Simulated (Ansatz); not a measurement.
Runs of Ansatz 0.2.0 on Pd. It takes space group Fm-3m (No. 225, cubic). The conventional cell has a = 3.893 Å, b = 3.893 Å, c = 3.893 Å, α = 90.00°, β = 90.00°, γ = 90.00°. Pd (site symmetry m-3m) has 12 Pd at 2.75 Å as nearest neighbours. 

```csv
task,level,potentials or basis,cutoff (eV),points for each segment of the path,gap on the mesh (eV),pressure (GPa),V0 of scaled cells (Å³/atom),B0 (GPa)
equation of state,m-r2SCAN,Ansatz PAW,500,-,-,-,14.91,(b)
band structure,LDA,JTH PAW LDA,1080,14,none,-7.5,-,-
band structure,SVWN5,Ansatz PAW,420,14,none,-8.8,-,-
equation of state,PBEsol,Ansatz PAW,420,-,-,-,14.53,205
equation of state,r2SCAN+D4,Ansatz PAW,500,-,-,-,14.78,192
equation of state,BLYP+D3(BJ),Ansatz PAW,420,-,-,-,14.80,189
equation of state,LDA,Ansatz PAW,420,-,-,-,14.13,229
band structure,RPBE,Ansatz PAW,420,14,none,(a),-,-
```

Alike in all rows: no spin polarisation; cell as given; k mesh 12 × 12 × 12; smearing fermi-dirac 0.05 eV.

Problem. Fill in the values left out.

Solution. (a) 11.7; (b) 186.

Caveats: the PAW data sets were made with another functional, which shifts forces and pressure a little (some runs); the PAW data sets come from PBE, with cores solved anew for the run's functional, which leaves a small shift of forces and pressure (some runs); the potentials were made for another functional, which shifts forces and pressure (some runs).

A k mesh can miss the band edges, and the runs leave out spin-orbit coupling on Pd.

A gap of «none» marks a metal or a gap under the smearing width.

Runs at the PBE level aren't shown here.
